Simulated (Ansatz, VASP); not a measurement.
## Two plane-wave programs on Pd

The input INCAR:

```
SYSTEM = Pd
AGGAC    = 1.0          
AGGAX    = 1.0          
ALDAC    = 0.0          
ALDAX    = 1.0          
ALGO     = Normal         ! electronic algorithm
EDIFF    = 1E-6           ! SCF threshold, eV
ENCUT    = 520            ! plane-wave cutoff, eV
GGA      = B5             ! functional
ISIF     = 2              ! what is computed and relaxed
ISMEAR   = -1             ! smearing method
LASPH    = .TRUE.         ! aspherical terms in the spheres
LCHARG   = .FALSE.        ! write CHGCAR
LREAL    = .FALSE.        ! projectors in reciprocal space
LWAVE    = .FALSE.        ! write WAVECAR
NBANDS   = 11             ! bands
NELM     = 100            ! most SCF steps
PREC     = Accurate       ! precision mode
SIGMA    = 0.1            ! smearing width, eV
```

KPOINTS

```
k-points
0
G
  13 13 13
  0 0 0
```

Contents of POSCAR:

```
Pd
1.0
    2.5965271704      0.0000000000      0.0000000000
    0.0000000000      2.5965271704      0.0000000000
    0.0000000000      0.0000000000      2.5965271704
Pd
1
Direct
    0.0000000000      0.0000000000      0.0000000000
```

Input for Ansatz:

```yaml
crystal:
  lattice:
    - [2.5965271704, 0.0, 0.0]
    - [0.0, 2.5965271704, 0.0]
    - [0.0, 0.0, 2.5965271704]
  atoms:
    - { symbol: Pd, position: [0.0, 0.0, 0.0] }
hamiltonian:
  xc: blyp
  pseudopotentials:
    kind: paw
    azcp:
      Pd: "pseudopotentials/Pd.paw.azcp"
basis:
  ecutwfc: 420
  fft_grid_basis: typed
kpoints:
  mp_grid: { grid: [13, 13, 13], shift: [0, 0, 0] }
magnetization:
  spin_polarized: false
scf:
  occupations: { method: fermi_dirac, width: 0.1 }
  lower_state_search: "off"
output:
  stress: true
```

Alike in both runs: task single point; functional BLYP; k mesh 13 × 13 × 13; occupations fermi-dirac, width 0.1 eV; no spin polarisation.

|  | VASP | Ansatz |
| --- | --- | --- |
| version | VASP 6.6.1 | Ansatz 0.2.0 |
| potentials or method | VASP PAW PBE potentials, release 64 (Pd) | plane waves (420 eV) with PAW, scalar-relativistic |
| plane-wave cutoff (eV) | 520 | 420 |
| valence electrons in the cell | 10 | 18 |

|  | VASP | Ansatz | Ansatz less VASP |
| --- | --- | --- | --- |
| pressure (GPa) | 10.5 | 10.2 | -0.22 |

The functional is the same, so the differences come from potentials, cutoffs and numerics. The two sets of potentials don't hold the same shells in valence.

Caveats: the PAW data sets were made with another functional, which shifts forces and pressure a little (VASP).
